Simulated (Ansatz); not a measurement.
**Moments of MnO2 against volume**

These are results of DFT PBE+U, scalar-relativistic, plane waves, PAW (Ansatz 0.2.0), not measurements.

```
CELL_PARAMETERS angstrom
2.85658 0.00000 0.00000
-1.42829 2.47387 0.00000
0.00000 0.00000 9.20275
ATOMIC_POSITIONS crystal
Mn 0.00000 0.00000 0.25000
O 0.66667 0.33333 0.14685
O 0.33333 0.66667 0.35315
Mn 0.00000 0.00000 0.75000
O 0.66667 0.33333 0.64685
O 0.33333 0.66667 0.85315
```

```
plane-wave cutoff                                : 420 eV
Γ-centred k-mesh                                 : 12×12×3
occupation rule                                  : Gaussian smearing, 0.02 eV
U_eff on Löwdin-orthogonalised atomic d orbitals : Mn 3.9 eV
list of starting moments (μB, in atom order)     : 4 0 0 -4 0 0
check for lower electronic states after the SCF  : on
```

The cell is scaled evenly at fixed fractional positions, V₀ being the volume of the cell shown; start: antiferromagnetic, doubled cell, propagation vector (0, 0, 1/2). The states are those that the runs reached from these starts; a lower one can exist. Energies are extrapolated to zero smearing.

Site moments are spin moments in atom-centred spheres that scale with the neighbour distance.

```
 V/V₀  E above lowest (meV/atom) P (GPa) cell moment (μB) site moments (μB)
0.800                      570.6     85.9              0.00  Mn +2.40, O +0.05 (×2), Mn -2.40
0.860                      291.2     53.6              0.00                Mn +2.50, Mn -2.50
0.920                      122.8     30.7              0.00                Mn +2.60, Mn -2.60
0.960                       55.9     19.2              0.00  Mn +2.67, O -0.06 (×2), Mn -2.67
1.000                       16.9     10.0              0.00  Mn +2.75, O -0.09 (×2), Mn -2.75
1.040                        0.0      2.8              0.00  Mn +2.83, O -0.12 (×2), Mn -2.83
1.100                        6.2     -5.3              0.00  Mn +2.95, O -0.18 (×2), Mn -2.95
1.180                       55.4    -12.3              0.00  Mn +3.13, O -0.26 (×2), Mn -3.13
```

This form isn't the usual stable structure of the compound.

Cost: 8 runs of about 2.7 core-minutes in all, on Arm Neoverse V1 (shared hosts).